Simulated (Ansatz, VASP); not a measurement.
Two plane-wave programs on Sb

The input INCAR:

```
SYSTEM = Sb
ALGO = Normal
EDIFF = 1E-6
ENCUT = 520
GGA = PS
ISIF = 2
ISMEAR = -1
LASPH = .TRUE.
LCHARG = .FALSE.
LREAL = .FALSE.
LWAVE = .FALSE.
NBANDS = 18
NELM = 100
PREC = Accurate
SIGMA = 0.1
```

KPOINTS

```
k-points
0
G
  12 12 4
  0 0 0
```

The input POSCAR:

```
Sb
1.0
    3.2470761052      0.0000000000      0.0000000000
   -1.6235380526      2.8120503951      0.0000000000
    0.0000000000      0.0000000000     10.9888733804
Sb
4
Direct
    0.0000000000      1.0000000000      0.0000000000
    0.0000000000      1.0000000000      0.5000000000
    0.3333333333      0.6666666667      0.2500000000
    0.6666666667      0.3333333333      0.7500000000
```

Input for Ansatz:

```yaml
crystal:
  lattice:
    - [3.2470761052, 0.0, 0.0]
    - [-1.6235380526, 2.8120503951, 0.0]
    - [0.0, 0.0, 10.9888733804]
  atoms:
    - { symbol: Sb, position: [0.0, 1.0, 0.0] }
    - { symbol: Sb, position: [0.0, 1.0, 0.5] }
    - { symbol: Sb, position: [0.3333333333, 0.6666666667, 0.25] }
    - { symbol: Sb, position: [0.6666666667, 0.3333333333, 0.75] }
hamiltonian:
  xc: pbesol
  pseudopotentials:
    kind: paw
    azcp:
      Sb: "pseudopotentials/Sb.paw.azcp"
basis:
  ecutwfc: 420
  fft_grid_basis: typed
kpoints:
  mp_grid: { grid: [12, 12, 4], shift: [0, 0, 0] }
magnetization:
  spin_polarized: false
scf:
  occupations: { method: fermi_dirac, width: 0.1 }
  lower_state_search: "off"
output:
  stress: true
```

Alike in both runs: task single point; functional PBEsol; k mesh 12 × 12 × 4; occupations fermi-dirac, width 0.1 eV; no spin polarisation.

|  | VASP | Ansatz |
| --- | --- | --- |
| version | VASP 6.6.1 | Ansatz 0.2.0 |
| potentials or method | VASP PAW PBE potentials, release 64 (Sb) | plane waves (420 eV) with PAW, scalar-relativistic |
| plane-wave cutoff (eV) | 520 | 420 |
| valence electrons in the cell | 20 | 60 |

```csv
,VASP,Ansatz,Ansatz less VASP
pressure (GPa),3.3,3.3,-0.03
largest component of the traceless stress (GPa),1.01,0.99,-0.024
```

With one functional, cell and mesh, what is left measures potentials, basis and numerics. The two sets of potentials don't hold the same shells in valence. Ansatz warned: «pseudo_functional_mismatch».

Caveats: the PAW data sets were made with another functional, which shifts forces and pressure a little (VASP). The runs have no spin-orbit coupling, so splittings on Sb are missing.
